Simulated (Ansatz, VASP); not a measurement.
## Two plane-wave programs on Ag

```
Ag
1.0
     2.90370    0.00000    0.00000
    -1.45185    2.51467    0.00000
     0.00000    0.00000    4.74785
Ag
2
Cartesian
  0.0000 1.6764 1.1870
  1.4518 0.8382 3.5609
```

This isn't the form of Ag at room conditions, which is fcc.

Alike in both runs: functional r2SCAN; k mesh 18 × 18 × 10; occupations gaussian, width 0.1 eV; no spin polarisation.

Ansatz relaxed the structure, and its values are those at the end. VASP's run is a single point on that final structure, the one shown.

|  | VASP | Ansatz |
| --- | --- | --- |
| version | VASP 6.6.1 | Ansatz 0.2.0 |
| potentials or method | VASP PAW PBE potentials, release 64 (Ag) | scalar-relativistic, plane waves, PAW |
| plane-wave cutoff (eV) | 520 | 500 |
| valence electrons in the cell | 22 | 38 |

```tsv
	VASP	Ansatz	Ansatz less VASP
gap on the k mesh at the Fermi level (eV)	none	none	-
pressure (GPa)	0.1	0.0	-0.12
```

A gap of «none» marks a metal or a gap that the smearing closes. With one functional, cell and mesh, what is left measures potentials, basis and numerics. The two sets of potentials don't hold the same shells in valence.

Caveats: the PAW data sets were made with another functional, which shifts forces and pressure a little (VASP).
